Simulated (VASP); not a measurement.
## BAs (rocksalt): one PBE with spin–orbit coupling single-point calculation in two programs

```
B As
1.0
     0.00000    2.30529    2.30529
     2.30529    0.00000    2.30529
     2.30529    2.30529    0.00000
B As
1 1
Direct
  0.00000 0.00000 0.00000
  0.50000 0.50000 0.50000
```

Datasets and cutoffs are each program's own. VASP's cell holds 8 valence electrons and Ansatz's 18.

Cutoffs: 520 eV in VASP, 420 eV in Ansatz. k meshes: 10×10×10 and 10×10×10.

|  | VASP | Ansatz |
| --- | --- | --- |
| gap between bands v and c | -4.95 eV (bands overlap: a metal) | -4.96 eV (bands overlap: a metal) |
| least direct gap | 0.12 eV | 0.11 eV |

Band v is the last that the valence electrons fill when counted band by band, and c is the next. Levels in eV from the top of v, Ansatz:

| point | v−2 | v | c | c+2 |
| --- | --- | --- | --- | --- |
| Γ | -1.52 | -1.52 | 1.89 | 5.89 |
| X | -5.37 | -5.24 | -4.96 | 2.14 |
| W | -7.97 | -7.87 | 1.50 | 2.72 |
| K | -8.66 | -4.41 | -2.13 | 5.71 |
| L | -0.50 | -0.50 | -0.38 | -0.11 |

VASP:

```tsv
point	v−2	v	c	c+2
Γ	-1.52	-1.52	1.91	5.90
X	-5.36	-5.24	-4.95	2.13
W	-7.97	-7.88	1.50	2.73
K	-8.67	-4.41	-2.12	5.69
L	-0.50	-0.50	-0.37	-0.10
```
